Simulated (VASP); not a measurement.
Write the native input for VASP 6.6.1 that does the following.

```yaml
Task: single point
Functional: revPBE
Potentials_or_basis: VASP PAW PBE potentials, release 64 (Se)
Cutoff: 520 eV
k_mesh: 21 × 21 × 21
Occupations: fermi-dirac, width 0.1 eV
Spin: no spin polarisation
Dipole_correction: no
Further_INCAR_settings: ALGO = Normal; EDIFF = 1e-06; NBANDS = 9
```

The structure of Se lies in POSCAR:

```
Se
1.0
   -1.7303040278      1.7303040278      1.7303040278
    1.7303040278     -1.7303040278      1.7303040278
    1.7303040278      1.7303040278     -1.7303040278
Se
1
Direct
    0.0000000000      0.0000000000      0.0000000000
```

This isn't the form of Se at room conditions, which is trigonal, of chains.

The input as run:

INCAR

```
PREC     = Accurate       # precision mode
ENCUT    = 520            # plane-wave cutoff, eV
EDIFF    = 1E-6           # SCF threshold, eV
ISMEAR   = -1             # smearing method
SIGMA    = 0.1            # smearing width, eV
LREAL    = F              # projectors in reciprocal space
LASPH    = T              # aspherical terms in the spheres
NELM     = 60             # most SCF steps
ALGO     = Normal         # electronic algorithm
ISIF     = 2              # what is computed and relaxed
LWAVE    = F              # write WAVECAR
LCHARG   = F              # write CHGCAR
GGA      = RE             # functional
NBANDS   = 9              # bands
```

KPOINTS

```
Automatic mesh
0
Gamma
  21 21 21
```

Potentials or basis: VASP PAW PBE potentials, release 64 (Se).

The run is started by

```bash
$ cat potpaw_PBE.64/Se/POTCAR > POTCAR
$ mpirun -np 1 vasp_std > vasp.out
```

Results of the run:

The pressure is 0.2 GPa and the band gap on the k mesh is none (metal or under the smearing width).

Caveat: the PAW data sets were made with another functional, which shifts forces and pressure a little.

It took 27 s on 1 thread of Intel(R) Xeon(R) Platinum 8375C CPU @ 2.90GHz (Ice Lake), with other jobs on the host, peak memory 0.17 GiB.
